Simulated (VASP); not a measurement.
## A VASP 6.6.1 single-point calculation on BeTe

INCAR

```
ISMEAR = -1
LASPH = .TRUE.
NSW = 0
EDIFF = 1E-7
IBRION = -1
LCHARG = .FALSE.
GGA = PE
SIGMA = 0.02
NELM = 92
PREC = Accurate
LREAL = .FALSE.
NBANDS = 28
LWAVE = .FALSE.
ISIF = 2
ENCUT = 520
```

KPOINTS

```
KPOINTS created by Atomic Simulation Environment
0
Gamma
8 8 8
0 0 0
```

POSCAR

```
Be Te
 1.0000000000000000
     0.0000000000000000    2.9417685704999998    2.9417685704999998
     2.9417685704999998    0.0000000000000000    2.9417685704999998
     2.9417685704999998    2.9417685704999998    0.0000000000000000
 Be  Te
   1   1
Cartesian
  0.0000000000000000  0.0000000000000000  0.0000000000000000
  1.4708842852499999  1.4708842852499999  1.4708842852499999
```

The recommended PBE PAW datasets give the neutral cell 8 valence electrons.

Command

```
mpirun -np 1 vasp_std
```

Q: How does this run end, and what does it give?

A: It converged. Results: gap between bands v and c on the k mesh 2.26 eV; least direct gap on the k mesh 2.92 eV; pressure -5.0 GPa. Band v is the last that the valence electrons fill when counted band by band, and c is the next.

OSZICAR

```
N       E                     dE             d eps       ncg     rms          rms(c)
DAV:   1     0.220201220051E+02    0.22020E+02   -0.27894E+03  1624   0.226E+02
DAV:   2    -0.652053979820E+01   -0.28541E+02   -0.27153E+02  2028   0.568E+01
DAV:   3    -0.757477793832E+01   -0.10542E+01   -0.10476E+01  2064   0.943E+00
DAV:   4    -0.758403439134E+01   -0.92565E-02   -0.92544E-02  2008   0.957E-01
DAV:   5    -0.758416256631E+01   -0.12817E-03   -0.12817E-03  2004   0.121E-01    0.339E+00
DAV:   6    -0.754376174100E+01    0.40401E-01   -0.27650E-02  1972   0.315E-01    0.207E+00
DAV:   7    -0.753028796375E+01    0.13474E-01   -0.39984E-02  1972   0.434E-01    0.229E-01
DAV:   8    -0.753119053609E+01   -0.90257E-03   -0.29482E-03  1920   0.136E-01    0.601E-02
DAV:   9    -0.753144054653E+01   -0.25001E-03   -0.20958E-04  1884   0.379E-02    0.239E-02
DAV:  10    -0.753147869799E+01   -0.38151E-04   -0.31245E-05  1956   0.146E-02    0.128E-02
DAV:  11    -0.753148077227E+01   -0.20743E-05   -0.11551E-06  1964   0.326E-03    0.484E-03
DAV:  12    -0.753148259948E+01   -0.18272E-05   -0.19934E-06  1844   0.360E-03    0.890E-04
DAV:  13    -0.753148260702E+01   -0.75465E-08   -0.24242E-08  1968   0.484E-04
   1 F= -.75314826E+01 E0= -.75314826E+01  d E =-.159313E-10
```

Standard output (part)

```
POSCAR found type information on POSCAR BeTe
 POSCAR found :  2 types and       2 ions
 LDA part: xc-table for (Slater+PW92), standard interpolation
 POSCAR, INCAR and KPOINTS ok, starting setup
 WAVECAR not read
 entering main loop
```

For comparison, a separate PBE run of the intended cell, on usual settings and not on those above, gives a gap of 2.26 eV on its mesh and a pressure of -5.0 GPa.
